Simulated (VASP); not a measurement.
Wanted: the native input for a VASP 6.6.1 run.

- Task: band structure
- Functional: PBE0
- Potentials or basis: VASP PAW PBE potentials, release 64 (Ga_d, As)
- Cutoff: 520 eV
- k mesh: 6 × 6 × 6
- Occupations: gaussian, width 0.03 eV
- Spin: no spin polarisation
- Grid for exact exchange (PRECFOCK): Fast
- Exchange at q = 0: truncated
- Further INCAR settings: ALGO = Normal; EDIFF = 1e-06; NBANDS = 16

The system is GaAs.

```
Ga As
1.0
     0.00000    2.87512    2.87512
     2.87512    0.00000    2.87512
     2.87512    2.87512    0.00000
Ga As
1 1
Direct
  0.00000 0.00000 0.00000
  0.25000 0.25000 0.25000
```

The input as run:

POSCAR

```
GaAs                                    
1.0
    0.0000000000      2.8751155356      2.8751155356
    2.8751155356      0.0000000000      2.8751155356
    2.8751155356      2.8751155356      0.0000000000
  Ga              As            
     1     1
Direct
     0.0000000000000000    0.0000000000000000    0.0000000000000000
     0.2500000000000000    0.2500000000000000    0.2500000000000000
```

INCAR.step1

```
PREC     = Accurate       # precision mode
ENCUT    = 520            # plane-wave cutoff, eV
EDIFF    = 1E-5           # SCF threshold, eV
ISMEAR   = 0              # smearing method
SIGMA    = 0.03           # smearing width, eV
LREAL    = F              # projectors in reciprocal space
LASPH    = T              # aspherical terms in the spheres
NELM     = 80             # most SCF steps
ALGO     = Normal         # electronic algorithm
ISIF     = 2              # what is computed and relaxed
LWAVE    = T              # write WAVECAR
LCHARG   = F              # write CHGCAR
NBANDS   = 16             # bands
KPAR     = 2            
GGA      = PE             # functional
```

INCAR.step2

```
PREC     = Accurate       # precision mode
ENCUT    = 520            # plane-wave cutoff, eV
EDIFF    = 1E-6           # SCF threshold, eV
ISMEAR   = 0              # smearing method
SIGMA    = 0.03           # smearing width, eV
LREAL    = F              # projectors in reciprocal space
LASPH    = T              # aspherical terms in the spheres
NELM     = 80             # most SCF steps
ALGO     = Normal         # electronic algorithm
ISIF     = 2              # what is computed and relaxed
LWAVE    = F              # write WAVECAR
LCHARG   = F              # write CHGCAR
GGA      = PE             # functional
LHFCALC  = T              # exact exchange
AEXX     = 0.25           # exact-exchange fraction
PRECFOCK = Fast         
HFRCUT   = -1           
NBANDS   = 16             # bands
KPAR     = 2            
ISTART   = 1
```

KPOINTS

```
regular mesh
0
Gamma
  6 6 6
```

KPOINTS_OPT

```
explicit points
9
Reciprocal
 0.0000000000  0.0000000000  0.0000000000 1
 0.3750000000  0.3750000000  0.7500000000 1
 0.5000000000  0.5000000000  0.5000000000 1
 0.6250000000  0.2500000000  0.6250000000 1
 0.5000000000  0.2500000000  0.7500000000 1
 0.5000000000  0.0000000000  0.5000000000 1
 0.4000000000  0.0000000000  0.4000000000 1
 0.4250000000  0.0000000000  0.4250000000 1
 0.4500000000  0.0000000000  0.4500000000 1
```

Potentials or basis: VASP PAW PBE potentials, release 64 (Ga_d, As).

The run is started by

```bash
$ cat potpaw_PBE.64/Ga_d/POTCAR potpaw_PBE.64/As/POTCAR > POTCAR
$ cp INCAR.step1 INCAR
$ mpirun -np 2 vasp_std > vasp.out
$ cp INCAR.step2 INCAR
$ mpirun -np 2 vasp_std > vasp.out
```

Results of the run:

| Quantity | Value |
| --- | --- |
| Pressure | -2.7 GPa |
| Band gap on the k mesh | 1.57 eV, direct |
| Band gap along the path | 1.57 eV, direct |

Caveat: the PAW data sets were made with another functional, which shifts forces and pressure a little.

It took 13 min on 2 MPI ranks on Intel(R) Xeon(R) 6975P-C (Granite Rapids) (shared host), peak memory 0.22 GiB a rank.
